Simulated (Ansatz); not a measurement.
**Band edges of TlBr (Pm-3m)**

```xyz
2
Lattice="3.9145 0.0000 0.0000 0.0000 3.9145 0.0000 0.0000 0.0000 3.9145" Properties=species:S:1:pos:R:3 pbc="T T T"
Tl    0.0000    0.0000    0.0000
Br    1.9573    1.9573    1.9573
```

The conventional cell has a = 3.915 Å, b = 3.915 Å, c = 3.915 Å, α = 90.00°, β = 90.00°, γ = 90.00°. Tl (atom 1) is surrounded by 8 Br at 3.39 Å. Br (atom 2) has 8 Tl at 3.39 Å as nearest neighbours.

Unless marked otherwise, the numbers come from PBEsol, all-electron LAPW in Ansatz 0.2.0, with spin-orbit coupling. k mesh 6×6×6, fixed occupations, basis error target 1 meV/atom. The cell was relaxed by PAW under this functional, which moved its volume by -5 % from the database entry's.

Extrema are searched on a 8×8×8 mesh and refined by Newton steps; masses come from band slopes 0.005 Å⁻¹ away, 1/m* = (1/ħ²) d²E/dk², negative for holes (the finite step makes the lightest masses up to about 3 % heavy). k is in units of the reciprocal vectors.

Q: Where are the band edges, and is the gap direct?

A: The valence maximum lies at X (0.000, 0.000, -0.500) and the conduction minimum at R (-0.500, -0.500, -0.500), so the Kohn-Sham gap of 0.915 eV is indirect; the least direct gap on the mesh is 1.387 eV. A further conduction extremum at X (0.000, 0.000, -0.500) lies 0.471 eV from the edge (3 equivalent points).

Q: What are the electron masses at the edge?

A: The principal masses are 0.272, 0.272, 0.272 mₑ. One valley has a density-of-states mass (m₁m₂m₃)^(1/3) = 0.272; the direction-averaged conductivity mass 3/Σ(1/mᵢ) is 0.272 mₑ.

Q: What are the hole masses at the edge?

A: The principal masses are 0.189, 0.391, 0.391 mₑ. One valley has a density-of-states mass (m₁m₂m₃)^(1/3) = 0.307; 3 valleys give N^(2/3) times that, 0.639; the direction-averaged conductivity mass 3/Σ(1/mᵢ) is 0.289 mₑ.

Q: What gap does PAW give in the same cell?

A: 0.915 eV, 0 meV from the LAPW value.

Q: What does spin-orbit coupling change?

A: The gap goes from 1.587 to 0.915 eV. The valence levels at the maximum lie at 0.000, -0.853 eV (pairs).

Q: Cells strained by ±0.5 % (all lengths, zz alone, equal engineering shears γ in yz, zx, xy; ions relaxed) give deformation potentials. How do the edge levels move, in eV per unit strain against the centre of the top valence set?

A: 

| point | k | side | bands | level (eV) | d/dlnV | d/dε_zz | d/dγ | split/ε_zz | split/γ |
| --- | --- | --- | --- | --- | --- | --- | --- | --- | --- |
| Gamma | 0.00 0.00 0.00 | valence | 4 | -1.423 | 4.73 | 2.69 | 0.00* | 5.62 | 4.59 |
| Gamma | 0.00 0.00 0.00 | conduction | 2 | 5.718 | -2.58 | -4.61 | 0.00* | – | – |
| R | 0.50 0.50 0.50 | valence | 4 | -2.131 | 5.33 | 3.29 | -0.01 | 2.09 | 1.70 |
| R | 0.50 0.50 0.50 | conduction | 2 | 0.915 | 4.89 | 2.85 | 0.00 | – | – |
| X | 0.00 0.00 0.50 | valence | 2 | 0.000 | 0.00 | 0.00 | 0.00* | – | – |
| X | 0.00 0.00 0.50 | conduction | 2 | 1.387 | 2.92 | 4.90 | 0.00* | – | – |
| X | 0.00 0.50 0.00 | valence | 2 | 0.000 | 0.00 | -3.06 | 0.00* | – | – |
| X | 0.00 0.50 0.00 | conduction | 2 | 1.387 | 2.92 | -1.13 | 0.00* | – | – |
| M | -0.50 -0.50 0.00 | valence | 2 | -0.949 | 3.66 | -1.74 | 0.00 | – | – |
| M | -0.50 -0.50 0.00 | conduction | 2 | 4.167 | -0.58 | -7.57 | 0.00 | – | – |
| M | -0.50 0.00 -0.50 | valence | 2 | -0.949 | 3.66 | 3.30 | 0.00 | – | – |
| M | -0.50 0.00 -0.50 | conduction | 2 | 4.167 | -0.58 | -0.15 | 0.00 | – | – |

Sets with another level within 0.15 eV are left out, since it mixes in under strain; the reference set stays in any case. Entries marked * vanish by symmetry to first order; what they show is the residue of the finite step. These cells use a basis error target of 0.5 meV/atom.

Caveats: semilocal gaps are low, and what follows the gap (onsets, screening, light masses) shifts with it; the frozen-core PAW files of the compared runs were fitted under PBE, their cores solved anew for this functional.
